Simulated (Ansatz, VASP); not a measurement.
## PtSe2 in VASP and in Ansatz

File POSCAR:

```
PtSe2
1.0
    3.6111978773      0.0000000000      0.0000000000
   -1.8055989386      3.2291059368      0.0000000000
    0.0000000000      0.0000000000      5.2771566385
Pt Se
1 2
Direct
    0.0000000000      0.0000000000      0.0000000000
    0.3303741932      0.6607483863      0.2514508726
    0.6696258068      0.3392516137      0.7485491274
```

File INCAR.step1:

```
ALGO = Normal
EDIFF = 1E-4
ENCUT = 520
GGA = PE
ISMEAR = -1
LASPH = T
LCHARG = F
LREAL = F
LWAVE = T
NBANDS = 18
NELM = 100
PREC = Accurate
SIGMA = 0.02
```

INCAR.step2

```
ALGO = Normal
EDIFF = 1E-6
ENCUT = 520
ISIF = 2
ISMEAR = -1
ISTART = 1
LASPH = T
LCHARG = F
LMIXTAU = T
LREAL = F
LWAVE = F
METAGGA = R2SCAN
NBANDS = 18
NELM = 100
PREC = Accurate
SIGMA = 0.02
```

Contents of KPOINTS:

```
k-points
0
Gamma
  12 12 6
```

Input for Ansatz:

```yaml
crystal:
  lattice:
    - [3.6111978773, 0.0, 0.0]
    - [-1.8055989386, 3.2291059368, 0.0]
    - [0.0, 0.0, 5.2771566385]
  atoms:
    - { symbol: Pt, position: [0.0, 0.0, 0.0] }
    - { symbol: Se, position: [0.3303741932, 0.6607483863, 0.2514508726] }
    - { symbol: Se, position: [0.6696258068, 0.3392516137, 0.7485491274] }
kpoints:
  mp_grid: { grid: [12, 12, 6] }
  band_path:
    path:
      - [0.0, 0.0, 0.0]
      - [0.5, 0.0, 0.0]
      - [0.3333333333, 0.3333333333, 0.0]
      - [0.0, 0.0, 0.5]
      - [0.5, 0.0, 0.5]
      - [0.3333333333, 0.3333333333, 0.5]
      - [0.3, 0.3, 0.0]
      - [0.0, 0.25, 0.3333333333]
    npoints: 1
hamiltonian:
  xc: r2scan
scf:
  occupations: { method: fermi_dirac, width: 0.02 }
  n_extra_bands: 4
output:
  forces: true
  stress: true
  eigenvalues: true
```

Change from the starting cell: uniaxial_x strain -3.1%.

Alike in both runs: task single point; functional r2SCAN; k mesh 12 × 12 × 6; occupations fermi-dirac, width 0.02 eV; no spin polarisation.

```csv
,VASP,Ansatz
version,VASP 6.6.1,Ansatz 0.2.0
potentials or method,"VASP PAW PBE potentials, release 64 (Pt, Se)","plane waves, PAW"
plane-wave cutoff (eV),520,500
valence electrons in the cell,22,50
```

```tsv
	VASP	Ansatz	Ansatz less VASP
pressure (GPa)	4.5	4.4	-0.10
largest component of the traceless stress (GPa)	2.99	2.97	-0.022
rms of the force components (eV/Å)	0.011	0.019	+0.0079
```

Atom by atom the forces differ by 0.008 eV/Å (rms over components). The two sets of potentials don't hold the same shells in valence.

Caveats: the PAW data sets were made with another functional, which shifts forces and pressure a little (VASP). Spin-orbit coupling is left out, which matters for the levels of Pt.
